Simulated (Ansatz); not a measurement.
KF built on the CsCl prototype, relaxed with r2SCAN in the PAW code Ansatz. The symmetry is Pm-3m (No. 221, cubic); conventional cell a = 3.179 Å, 16.06 Å³ an atom. K has 8 F at 2.75 Å; F has 8 K at 2.75 Å.

The axes x, y and z are those of this cell:
```
CELL_PARAMETERS angstrom
3.17887 0.00000 0.00000
0.00000 3.17887 0.00000
0.00000 0.00000 3.17887
ATOMIC_POSITIONS crystal
K 0.00000 0.00000 0.00000
F 0.50000 0.50000 0.50000
```

Unstrained: The PBE gap is indirect, 6.816 eV (M to Γ), below the direct gap of 6.852 eV at Γ. The r2SCAN gap is indirect, 7.724 eV (M to Γ), below the direct gap of 7.755 eV at Γ. With HSE06 the valence top lies at M and the conduction bottom at Γ, 8.918 eV higher; the smallest vertical gap, at Γ, is 8.948 eV. Meshes: PBE 8×8×8, r2SCAN 8×8×8, HSE06 6×6×6. Strains are changes of length per length, and xy shears are angles. After each strain the atoms were relaxed again with r2SCAN within the symmetry that the strain leaves, so tilts or polar shifts that break it weren't tested; points keep the names that they have in the unstrained zone. The calculation is spin-unpolarised, and the structure need not be a phase that has been made.

(1) Estimate what uniaxial +5.23 % along z, other directions held does to the gap.

(2) Apply biaxial +5.25 % in x and y, z held. How far does the gap move, against the unstrained cell?

(3) Estimate what xy shear, engineering strain (angle) -1.68 % does to the gap.

(4) Order the strained cells by their HSE06 gap, smallest first.
A. xy shear, engineering strain (angle) -1.68 %
B. biaxial +5.25 % in x and y, z held
C. uniaxial +5.23 % along z, other directions held

## Answers

(1) PBE: the gap goes from 6.816 to 6.356 eV (-0.460 eV). r2SCAN: the gap goes from 7.724 to 7.242 eV (-0.482 eV). HSE06: the gap goes from 8.918 to 8.429 eV (-0.489 eV). The r2SCAN energy rises by 13.2 meV an atom.

(2) PBE: the gap goes from 6.816 to 5.956 eV (-0.860 eV). r2SCAN: the gap goes from 7.724 to 6.822 eV (-0.902 eV). HSE06: the gap goes from 8.918 to 8.002 eV (-0.916 eV). The r2SCAN energy rises by 28.1 meV an atom.

(3) PBE: the gap goes from 6.816 to 6.816 eV (0.000 eV). r2SCAN: the gap goes from 7.724 to 7.724 eV (0.000 eV). HSE06: the gap goes from 8.918 to 8.919 eV (+0.001 eV). The r2SCAN energy rises by 0.2 meV an atom.

(4) B (8.00 eV), C (8.43 eV), A (8.92 eV).

The meshes of the hybrids are coarse, so their gaps aren't converged to the digits shown.
